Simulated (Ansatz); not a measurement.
Input of an Ansatz 0.2.0 run:

Contents of input.yaml:

```yaml
crystal:
  lattice:
    - [3.81369522, 0.0, 0.0]
    - [0.0, 3.81369522, 0.0]
    - [0.0, 0.0, 4.8869133]
  atoms:
    - { symbol: Sn, position: [0.5, 0.0, 0.76462614] }
    - { symbol: Sn, position: [0.0, 0.5, 0.23537386] }
    - { symbol: O, position: [0.0, 0.0, 0.0] }
    - { symbol: O, position: [0.5, 0.5, 0.0] }
hamiltonian:
  xc: lda
  pseudopotentials: { kind: paw }
kpoints:
  mp_grid: { grid: [5, 5, 5] }
scf:
  occupations: { method: fixed }
output:
  forces: true
  stress: true
elastic:
  mode: relaxed_ion
  stencil: two_point
```

Potentials or basis: Ansatz PAW.

Run with:

```console
$ ansatz run input.yaml --threads 2 --pin off --max-ram 5632MiB --backend cpu --events-out ev --progress --plain --runs-dir out
```

Question: What does it give for the Voigt bulk modulus?

Answer: 45 GPa.

Question: Estimate the band gap on the k mesh.

Answer: 0.73 eV, indirect (least direct gap 2.02 eV).

Question: Estimate the pressure.

Answer: -2.5 GPa.

Elastic tensor in Voigt notation (GPa, in the Cartesian axes of the cell as first typed):
```
94 81  8  0  0  0
81 94  8  0  0  0
 9  9 23  0  0  0
 0  0  0 23  0  0
 0  0  0  0 23  0
 0  0  0  0  0 82
```

Caveat: odd divisions of the mesh miss points on the zone boundary, where band edges often lie, so the gap on the mesh can be too wide; the pressure holds a Pulay correction of +0.6 GPa for the finite cutoff; spin-orbit coupling is left out, which moves the levels of the heavy elements; the PAW data sets come from PBE, with cores solved anew for the run's functional, which leaves a small shift of forces and pressure. A k mesh can miss the band edges.
